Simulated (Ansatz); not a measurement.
Input and output of a single-point calculation on GaAs built on the zincblende prototype (the PAW code Ansatz, PBE+SOC). Cell and atoms come from a relaxation with r2SCAN.

```yaml
crystal:
  lattice:
    - [0.0, 2.8330850939, 2.8330850939]
    - [2.8330850939, 0.0, 2.8330850939]
    - [2.8330850939, 2.8330850939, 0.0]
  atoms:
    - { symbol: Ga, position: [0.0, 0.0, 0.0] }
    - { symbol: As, position: [0.25, 0.25, 0.25] }
kpoints:
  mp_grid: { grid: [8, 8, 8] }
  band_path:
    path:
      - [0.0, 0.0, 0.0]
      - [-0.5, -0.5, 0.0]
      - [-0.375, -0.375, 0.25]
      - [-0.375, 0.0, 0.375]
      - [0.0, 0.0, 0.5]
      - [-0.5, -0.25, 0.25]
    npoints: 1
hamiltonian:
  xc: pbe
scf:
  occupations: { method: fermi_dirac, width: 0.02 }
  n_extra_bands: 8
magnetization:
  noncollinear: true
  spin_orbit: true
output:
  forces: true
  stress: true
  eigenvalues: true
```

Some lines of the output have been replaced by numbered gaps.
```
Functional definition: PBE
Crystal: 2 atoms, lattice volume = 45.479 Å³
Basis set: ecut = 420 eV, 893 PW (Γ)
[1]
Symmetry: 24 space group operations + 24 with time reversal
Magnetic group: BNS 216.75 (UNI 1577)
k-points: 29 of 512 (time reversal used)
Magnetization: |M| = 0.0000 μB,  M = (+0.0000, +0.0000, +0.0000) μB
Free energy (F): -8640.047416 eV
Fermi energy:    8.389608 eV
--- Per-component energies (eV) ---
  E_band       = -314.026599
  E_kinetic    = 219.356704
  E_local      = -3925.192115
  E_nonlocal   = -245.347014
  E_hartree    = 1977.303836
  E_xc         = -148.422172
  E_vxc        = -137.418856
  E_paw        = -3824.958138
  E_vpaw       = -180.026639
  E_ewald      = -2692.788388
--- Stress (GPa, compression-positive) ---
[2]
```

Question: Give the withheld lines. They hold the stress, the band count.

Answer:
```
[1]
Bands: 36, of which v1, the nominal top of the filled ones, is band 28 counted from 1 (27 counted from 0)
[2]
        2.767623       0.000000       0.000000
        0.000000       2.767623       0.000000
        0.000000       0.000000       2.767623
  P = ⅓ Tr σ = 2.7676 GPa (27.676 kbar)
```

Run as `ansatz run input.yaml --threads 2 --pin off --max-ram 2211MiB --backend cpu --events-out ev --progress --plain --runs-dir out`. It took 7.7 s on 2 threads of Arm Neoverse V1, on a shared host; peak host memory 0.48 GiB.

No magnetic order and no zero-point or thermal motion.
